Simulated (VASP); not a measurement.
# SrTiO3 (Tausonite) (Pm-3m) in VASP: a series of runs

One crystal, SrTiO3 (Tausonite), is run at these levels: PBE, LDA; tasks: relaxation of cell and atoms.

Program: VASP 6.6.1. These are calculated values, not measurements. Logs are shortened: lines on timing, memory, paths and dates and some standing lists are left out, and cuts for length are marked.

### 1 Starting point

It takes space group Pm-3m (No. 221, cubic). Conventional cell: a = 3.940 Å, b = 3.940 Å, c = 3.940 Å, α = 90.00°, β = 90.00°, γ = 90.00°. Sr (site symmetry m-3m) is surrounded by 12 O at 2.79 Å. Ti (site symmetry m-3m) has 6 O at 1.97 Å as nearest neighbours. Around O (site symmetry 4/mmm) lie 2 Ti at 1.97 Å.

### 2 Relaxation of cell and atoms, PBE

Input file INCAR:

```
SYSTEM = SrTiO3
ALGO = Normal ; EDIFF = 1E-7
EDIFFG = -0.005 ; ENCUT = 600
GGA = PE ; IBRION = 2
ISIF = 3 ; ISMEAR = 0
LASPH = .True. ; LCHARG = .False.
LREAL = .False. ; LWAVE = .False.
NELM = 80 ; NSW = 90
PREC = Accurate ; SIGMA = 0.03
```

Input file KPOINTS:

```
k-points
0
Gamma
  8 8 8
  0 0 0
```

Input file POSCAR:

```
SrTiO3                                  
1.0
    3.9402048293     -0.0000000000     -0.0000000000
   -0.0000000000      3.9402048293     -0.0000000000
    0.0000000000      0.0000000000      3.9402048293
  Sr              Ti              O             
     1     1     3
Direct
     0.5000000000000000    0.5000000000000000    0.5000000000000000
     0.0000000000000000    0.0000000000000000    0.0000000000000000
     0.5000000000000000    0.0000000000000000    0.0000000000000000
     0.0000000000000000    0.5000000000000000    0.0000000000000000
     0.0000000000000000    0.0000000000000000    0.5000000000000000
```

Potentials or basis: VASP PAW PBE potentials, release 64 (Sr_sv, Ti_sv, O).

Run with:

```
> cat potpaw_PBE.64/Sr_sv/POTCAR potpaw_PBE.64/Ti_sv/POTCAR potpaw_PBE.64/O/POTCAR > POTCAR
> mpirun -np 1 vasp_std > vasp.out
```

OUTCAR:

```text
SYSTEM = SrTiO3
   EDIFF = 1E-7
   EDIFFG = -0.005
   ENCUT = 600
   GGA = PE
   IBRION = 2
   ISIF = 3
   ISMEAR = 0
   LASPH = .True.
   LREAL = .False.
   NELM = 80
   NSW = 90
   PREC = Accurate

 ion  position               nearest neighbor table
   1  0.500  0.500  0.500-   3 2.79   4 2.79   5 2.79   3 2.79   4 2.79   3 2.79   5 2.79   3 2.79
                             4 2.79   5 2.79   4 2.79   5 2.79   2 3.41   2 3.41   2 3.41   2 3.41
   2  0.000  0.000  0.000-   3 1.97   4 1.97   5 1.97   5 1.97   4 1.97   3 1.97   1 3.41   1 3.41
                             1 3.41   1 3.41   1 3.41   1 3.41   1 3.41   1 3.41
   3  0.500  0.000  0.000-   2 1.97   2 1.97   1 2.79   1 2.79   1 2.79   1 2.79
   4  0.000  0.500  0.000-   2 1.97   2 1.97   1 2.79   1 2.79   1 2.79   1 2.79
   5  0.000  0.000  0.500-   2 1.97   2 1.97   1 2.79   1 2.79   1 2.79   1 2.79

  LATTYP: Found a simple cubic cell.
 ALAT       =     3.9402048293

  Lattice vectors:

 A1 = (   3.9402048293,   0.0000000000,   0.0000000000)
 A2 = (   0.0000000000,   3.9402048293,   0.0000000000)
 A3 = (   0.0000000000,   0.0000000000,   3.9402048293)

Analysis of symmetry for initial positions (statically):
=====================================================================
 Subroutine PRICEL returns:
 Original cell was already a primitive cell.

 Routine SETGRP: Setting up the symmetry group for a
 simple cubic supercell.

 Subroutine GETGRP returns: Found 48 space group operations
 (whereof 48 operations were pure point group operations)
 out of a pool of 48 trial point group operations.

The static configuration has the point symmetry O_h .

Analysis of symmetry for dynamics (positions and initial velocities):
=====================================================================
 Subroutine PRICEL returns:
 Original cell was already a primitive cell.

 Routine SETGRP: Setting up the symmetry group for a
 simple cubic supercell.

 Subroutine GETGRP returns: Found 48 space group operations
 (whereof 48 operations were pure point group operations)
 out of a pool of 48 trial point group operations.

The dynamic configuration has the point symmetry O_h .

 Subroutine INISYM returns: Found 48 space group operations
 (whereof 48 operations are pure point group operations),
 and found     1 'primitive' translations

----------------------------------------------------------------------------------------

                                     Primitive cell

  volume of cell :      61.1725

  direct lattice vectors                    reciprocal lattice vectors
     3.940204829  0.000000000  0.000000000     0.253793913  0.000000000  0.000000000
     0.000000000  3.940204829  0.000000000     0.000000000  0.253793913  0.000000000
     0.000000000  0.000000000  3.940204829     0.000000000  0.000000000  0.253793913

  length of vectors
     3.940204829  3.940204829  3.940204829     0.253793913  0.253793913  0.253793913

  position of ions in fractional coordinates (direct lattice)
     0.500000000  0.500000000  0.500000000
     0.000000000  0.000000000  0.000000000
     0.500000000  0.000000000  0.000000000
     0.000000000  0.500000000  0.000000000
     0.000000000  0.000000000  0.500000000

  ion indices of the primitive-cell ions
   primitive index   ion index
                 1           1
                 2           2
                 3           3
                 4           4
                 5           5

----------------------------------------------------------------------------------------

 KPOINTS: k-points

Automatic generation of k-mesh.
 Grid dimensions read from file:
 generate k-points for:    8    8    8

 Generating k-lattice:

  Cartesian coordinates                     Fractional coordinates (reciprocal lattice)
     0.031724239  0.000000000  0.000000000     0.125000000  0.000000000  0.000000000
     0.000000000  0.031724239  0.000000000     0.000000000  0.125000000  0.000000000
     0.000000000  0.000000000  0.031724239     0.000000000  0.000000000  0.125000000

  Length of vectors
     0.031724239  0.031724239  0.031724239

  Shift w.r.t. Gamma in fractional coordinates (k-lattice)
     0.000000000  0.000000000  0.000000000

 Subroutine IBZKPT returns following result:
 ===========================================

 Found     35 irreducible k-points:

 Following reciprocal coordinates:
            Coordinates               Weight
  0.000000  0.000000  0.000000      1.000000
  0.125000  0.000000  0.000000      6.000000
  0.250000  0.000000  0.000000      6.000000
  0.375000  0.000000  0.000000      6.000000
  0.500000  0.000000  0.000000      3.000000
  0.125000  0.125000  0.000000     12.000000
[... 16 lines left out ...]
  0.375000  0.375000  0.125000     24.000000
  0.500000  0.375000  0.125000     24.000000
 [... further k-points ...]
   k-points           NKPTS =     35   k-points in BZ     NKDIM =     35   number of bands    NBANDS=     24
   number of dos      NEDOS =    301   number of ions     NIONS =      5
   total plane-waves  NPLWV =  32768
   dimension x,y,z NGX =    32 NGY =   32 NGZ =   32
   dimension x,y,z NGXF=    64 NGYF=   64 NGZF=   64
   ions per type =               1   1   3
   NGX,Y,Z   is equivalent  to a cutoff of  13.50, 13.50, 13.50 a.u.
   NGXF,Y,Z  is equivalent  to a cutoff of  27.00, 27.00, 27.00 a.u.
 SYSTEM =  SrTiO3
   PREC   = accura    normal or accurate (medium, high low for compatibility)
   ISTART =      0    job   : 0-new  1-cont  2-samecut
   ICHARG =      2    charge: 1-file 2-atom 10-const
   ISPIN  =      1    spin polarized calculation?
   LNONCOLLINEAR =      F non collinear calculations
   LSORBIT =      F    spin-orbit coupling
   LASPH  =      T    aspherical Exc in radial PAW
   ENCUT  =  600.0 eV  44.10 Ry    6.64 a.u.   7.87  7.87  7.87*2*pi/ulx,y,z
   NELM   =     80;   NELMIN=  2; NELMDL= -5     # of ELM steps
   EDIFF  = 0.1E-06   stopping-criterion for ELM
   LREAL  =      F    real-space projection
   EDIFFG = -.5E-02   stopping-criterion for IOM
   NSW    =     90    number of steps for IOM
   IBRION =      2    ionic relax: 0-MD 1-quasi-New 2-CG
   NFREE  =      1    steps in history (QN), initial steepest desc. (CG)
   ISIF   =      3    stress and relaxation
   ISYM   =      2    0-nonsym 1-usesym 2-fastsym
   POTIM  = 0.5000    time-step for ionic-motion
   TEBEG  =    0.0;   TEEND  =   0.0 temperature during run
   PSTRESS=    0.0 pullay stress
   NELECT =      40.0000    total number of electrons
   NUPDOWN=      -1.0000    fix difference up-down
   EMIN   =  10.00;   EMAX   =-10.00  energy-range for DOS
   EFERMI =   0.00;   METHOD = LEGACY
   ISMEAR =     0;   SIGMA  =   0.03  broadening in eV -4-tet -1-fermi 0-gaus
   EFERMI_NEDOS =   21; number of points for ismear=-14 and -15
   IALGO  =     38    algorithm
   IMIX   =      4    mixing-type and parameters
     AMIX     =   0.40;   BMIX     =  1.00
     AMIX_MAG =   1.60;   BMIX_MAG =  1.00
  volume/ion in A,a.u.               =      12.23        82.56
  Fermi-wavevector in a.u.,A,eV,Ry     =   1.420941  2.685189 27.471158  2.019073
  Thomas-Fermi vector in A             =   2.541803
   LORBIT       =      0    0 simple, 1 ext, 2 COOP (PROOUT), +10 PAW based schemes
   GGA     = PE    functional components
   LHFCALC =     F    Hartree Fock is set to
   AEXX    =    0.0000 exact exchange contribution
   IVDW    =     0    specifies the selected vdW correction
   LEPSILON=     F    determine dielectric tensor
   LRPA    =     F    only Hartree local field effects (RPA)
 conjugate gradient relaxation of ions
 non-spin polarized calculation
 Gauss-broadening in eV      SIGMA  =   0.03
  energy-cutoff  :      600.00
  volume of cell :       61.17
 maximum number of plane-waves:      2064
 NGX is ok and might be reduce to    32
   NGX = 15   NGY = 15   NGZ = 15

 number of electron      39.9999974 magnetization

 Free energy of the ion-electron system (eV)
  ---------------------------------------------------
  ext. energy  EPLUGINS =         0.00000000
  ---------------------------------------------------
  free energy    TOTEN  =       -40.11034983 eV

  energy without entropy =      -40.11034983  energy(sigma->0) =      -40.11034983

 E-fermi :   4.1501     XC(G=0): -11.1290

 val. band max:        3.9455263579   @ k =   0.5000   0.5000   0.5000
 cond. band min:       5.7520025044   @ k =   0.0000   0.0000   0.0000
 fundamental gap:      1.8064761464
 Fermi energy:         4.1500560446

 k-point     1 :       0.0000    0.0000    0.0000
  band No.  band energies     occupation
      1     -52.6288      2.00000
      2     -28.9270      2.00000
      3     -28.8584      2.00000
      4     -28.8584      2.00000
      5     -28.8584      2.00000
      6     -13.3848      2.00000
[... 16 lines left out ...]
     23       5.7520      0.00000
     24       8.0628      0.00000

 k-point     2 :       0.1250    0.0000    0.0000
  band No.  band energies     occupation
      1     -52.6286      2.00000
      2     -28.9437      2.00000
      3     -28.8580      2.00000
      4     -28.8580      2.00000
      5     -28.8478      2.00000
      6     -13.3904      2.00000
[... 16 lines left out ...]
     23       6.0877      0.00000
     24       8.0650      0.00000

 k-point     3 :       0.2500    0.0000    0.0000
  band No.  band energies     occupation
      1     -52.6281      2.00000
      2     -28.9758      2.00000
      3     -28.8571      2.00000
      4     -28.8571      2.00000
      5     -28.8304      2.00000
      6     -13.4494      2.00000
[... 16 lines left out ...]
     23       6.7647      0.00000
     24       8.0690      0.00000
[... 514 lines left out ...]
 k-point    23 :       0.3750    0.3750    0.1250
  band No.  band energies     occupation
      1     -52.6264      2.00000
      2     -28.9486      2.00000
      3     -28.9096      2.00000
      4     -28.8649      2.00000
      5     -28.8519      2.00000
      6     -12.9940      2.00000
[... 16 lines left out ...]
     23       7.8060      0.00000
     24       9.4283      0.00000

 k-point    24 :       0.5000    0.3750    0.1250
  band No.  band energies     occupation
      1     -52.6262      2.00000
      2     -28.9428      2.00000
      3     -28.9093      2.00000
      4     -28.8658      2.00000
      5     -28.8630      2.00000
      6     -12.9083      2.00000
[... 16 lines left out ...]
     23       7.9465      0.00000
     24       9.4595      0.00000

 [... further k-points ...]

------------------------ aborting loop because EDIFF is reached ----------------------------------------

  FORCE on cell =-STRESS in cart. coord.  units (eV):
  Direction    XX          YY          ZZ          XY          YZ          ZX
  --------------------------------------------------------------------------------------
  -------------------------------------------------------------------------------------
  Total       -0.0210044     -0.0210044     -0.0210044      0.0000000      0.0000000     -0.0000000
  in kB       -0.5501278     -0.5501278     -0.5501278      0.0000000      0.0000000     -0.0000000
  external PRESSURE =      -0.5501278 kB  Pullay stress =       0.0000000 kB

 VOLUME and BASIS-vectors are now :
 -----------------------------------------------------------------------------
  energy-cutoff  :      600.00
  volume of cell :       61.17
      direct lattice vectors                 reciprocal lattice vectors
     3.940204829  0.000000000  0.000000000     0.253793913  0.000000000  0.000000000
     0.000000000  3.940204829  0.000000000     0.000000000  0.253793913  0.000000000
     0.000000000  0.000000000  3.940204829     0.000000000  0.000000000  0.253793913

 POSITION                                       TOTAL-FORCE (eV/Angst)
 -----------------------------------------------------------------------------------
      1.97010      1.97010      1.97010         0.000000      0.000000      0.000000
      0.00000      0.00000      0.00000         0.000000      0.000000      0.000000
      1.97010      0.00000      0.00000         0.000000      0.000000      0.000000
      0.00000      1.97010      0.00000         0.000000      0.000000      0.000000
      0.00000      0.00000      1.97010         0.000000      0.000000      0.000000
 -----------------------------------------------------------------------------------
    total drift:                                0.000000      0.000000     -0.000000

  FREE ENERGIE OF THE ION-ELECTRON SYSTEM (eV)
  ---------------------------------------------------
  free  energy   TOTEN  =       -40.1103498339 eV

  energy  without entropy=      -40.1103498339  energy(sigma->0) =      -40.11034983

 reached required accuracy - stopping structural energy minimisation
```

It took 76 s on 1 thread of Intel Xeon Platinum 8488C (Sapphire Rapids), shared host; peak memory 0.22 GiB.

What came out:

| Quantity | Value |
| --- | --- |
| Free energy | -40.1103 eV |
| Pressure after relaxing | -0.1 GPa |
| Band gap on the k mesh | 1.81 eV, indirect (least direct gap 2.18 eV) |

Final structure:
```xyz
5
Lattice="3.9402 0.0000 0.0000 0.0000 3.9402 0.0000 0.0000 0.0000 3.9402" Properties=species:S:1:pos:R:3 pbc="T T T"
Sr    1.9701    1.9701    1.9701
Ti    0.0000    0.0000    0.0000
O     1.9701    0.0000    0.0000
O     0.0000    1.9701    0.0000
O     0.0000    0.0000    1.9701
```

Caveat: the relaxation stopped at its first step, so nothing moved.

### 3 Relaxation of cell and atoms, LDA, target pressure 0.72 GPa, at which the enthalpy is minimised

This run uses another cell than the first one, of 11.91 Å³/atom, 0.974 times its volume.

Input file INCAR:

```
ALGO = Normal
EDIFF = 1E-6
EDIFFG = -0.01
ENCUT = 600
GGA = CA
IBRION = 2
ISIF = 3
ISMEAR = 0
LASPH = T
LCHARG = F
LREAL = F
LWAVE = F
NELM = 80
NSW = 90
PREC = Accurate
PSTRESS = 7.2
SIGMA = 0.03
```

Input file KPOINTS:

```
k-points
0
Gamma
  8 8 8
```

Input file POSCAR:

```
SrTiO3
1.0
    3.9052800000      0.0000000000      0.0000000000
    0.0000000000      3.9052800000      0.0000000000
    0.0000000000      0.0000000000      3.9052800000
Sr Ti O
1 1 3
Direct
    0.5000000000      0.5000000000      0.5000000000
    0.0000000000      0.0000000000      0.0000000000
    0.5000000000      0.0000000000      0.0000000000
    0.0000000000      0.5000000000      0.0000000000
    0.0000000000      0.0000000000      0.5000000000
```

Potentials or basis: VASP PAW LDA potentials, release 64 (Sr_sv, Ti_sv, O).

Run with:

```
> cat potpaw_LDA.64/Sr_sv/POTCAR potpaw_LDA.64/Ti_sv/POTCAR potpaw_LDA.64/O/POTCAR > POTCAR
> mpirun -np 1 vasp_std > vasp.out
```

It took 45 s on 1 thread of Intel Xeon 6975P-C (Granite Rapids), shared host; peak memory 0.21 GiB.

The run converged. Its results:

| Quantity | Value |
| --- | --- |
| Free energy | -44.1894 eV |
| Relaxed volume | 11.46 Å³/atom |
| Relaxed cell | a = 3.856 Å, b = 3.856 Å, c = 3.856 Å, α = 90.00°, β = 90.00°, γ = 90.00° |
| Space group after relaxing (to 0.05 Å) | Pm-3m (No. 221) |
| Energy change on relaxing (the enthalpy is what falls) | -8.6 meV/atom |
| Ionic steps | 3 |
| Pressure after relaxing | 0.6 GPa |
| Band gap on the k mesh | 1.82 eV, indirect (least direct gap 2.15 eV) |

The path:
| step | energy change (eV) | largest force (eV/Å) | pressure (GPa) | volume (Å³) |
| --- | --- | --- | --- | --- |
| 1 | 0.0000 | 0.0000 | -6.66 | 59.56 |
| 2 | 0.0327 | 0.0000 | 10.02 | 54.95 |
| 3 | -0.0432 | 0.0000 | 0.64 | 57.32 |

Final structure:
```yaml
crystal:
  lattice:
    - [3.85559, 0.00000, 0.00000]
    - [0.00000, 3.85559, 0.00000]
    - [0.00000, 0.00000, 3.85559]
  atoms:
    - { symbol: Sr, position: [0.50000, 0.50000, 0.50000] }
    - { symbol: Ti, position: [0.00000, 0.00000, 0.00000] }
    - { symbol: O, position: [0.50000, 0.00000, 0.00000] }
    - { symbol: O, position: [0.00000, 0.50000, 0.00000] }
    - { symbol: O, position: [0.00000, 0.00000, 0.50000] }
```

Levels at points of the mesh, in eV from the valence-band top:
```csv
k point,band 18,band 19,band 20,band 21,band 22,band 23
"(0.00, 0.00, 0.00)",-0.33,-0.33,-0.33,1.82,1.82,1.82
"(0.50, 0.00, 0.00)",-2.17,-0.73,-0.73,2.01,3.94,3.94
"(0.50, 0.50, 0.00)",-1.62,-1.62,-0.10,3.95,3.95,4.41
"(0.50, 0.50, 0.50)",0.00,0.00,0.00,4.68,4.68,4.68
```

Caveat: the cell is relaxed towards a set pressure, so the enthalpy falls and the energy may rise. Zero-point motion and thermal expansion aren't in these numbers.

### 4 Relaxation of cell and atoms, LDA, target pressure 0.72 GPa, at which the enthalpy is minimised

This run uses another cell than the first one, of 11.46 Å³/atom, 0.937 times its volume.

Changes to INCAR since step 3:

```diff
@@ -1,4 +1,4 @@
 ALGO = Normal
-EDIFF = 1E-6
-EDIFFG = -0.01
+EDIFF = 1E-7
+EDIFFG = -0.005
 ENCUT = 600
```

KPOINTS is that of step 3.

Input file POSCAR:

```
SrTiO3                                  
1.0
    3.8555938541     -0.0000000000      0.0000000000
    0.0000000000      3.8555938541      0.0000000000
   -0.0000000000     -0.0000000000      3.8555938541
  Sr              Ti              O             
     1     1     3
Direct
     0.5000000000000000    0.5000000000000000    0.5000000000000000
     0.0000000000000000    0.0000000000000000    0.0000000000000000
     0.5000000000000000    0.0000000000000000    0.0000000000000000
     0.0000000000000000    0.5000000000000000    0.0000000000000000
     0.0000000000000000    0.0000000000000000    0.5000000000000000
```

Run with:

```
> cat potpaw_LDA.64/Sr_sv/POTCAR potpaw_LDA.64/Ti_sv/POTCAR potpaw_LDA.64/O/POTCAR > POTCAR
> mpirun -np 1 vasp_std > vasp.out
```

Run time: 21 s. Hardware: 1 thread of Intel Xeon 6975P-C (Granite Rapids), shared host; peak memory 0.19 GiB.

It converged, with:

- Free energy: -44.1839 eV
- Pressure after relaxing: 0.7 GPa
- Band gap on the k mesh: 1.81 eV, indirect (least direct gap 2.15 eV)

Final structure:
```xyz
5
Lattice="3.8556 0.0000 0.0000 0.0000 3.8556 0.0000 0.0000 0.0000 3.8556" Properties=species:S:1:pos:R:3 pbc="T T T"
Sr    1.9278    1.9278    1.9278
Ti    0.0000    0.0000    0.0000
O     1.9278    0.0000    0.0000
O     0.0000    1.9278    0.0000
O     0.0000    0.0000    1.9278
```

Levels at points of the mesh, in eV from the valence-band top:
```
           k point  band 16  band 17  band 18  band 19  band 20  band 21  band 22  band 23  band 24
(0.00, 0.00, 0.00)    -1.25    -1.25    -0.33    -0.33    -0.33     1.81     1.81     1.81     4.60
(0.50, 0.00, 0.00)    -2.50    -2.50    -2.17    -0.73    -0.73     2.01     3.94     3.94     4.64
(0.50, 0.50, 0.00)    -3.07    -1.71    -1.62    -1.62    -0.10     3.95     3.95     4.41     5.67
(0.50, 0.50, 0.50)    -3.89    -3.89     0.00     0.00     0.00     4.67     4.67     4.67     7.00
```

Caveat: the relaxation stopped at its first step, so nothing moved; the cell is relaxed towards a set pressure, so the enthalpy falls and the energy may rise. LDA gaps usually lie below the measured ones, often by a third to a half.
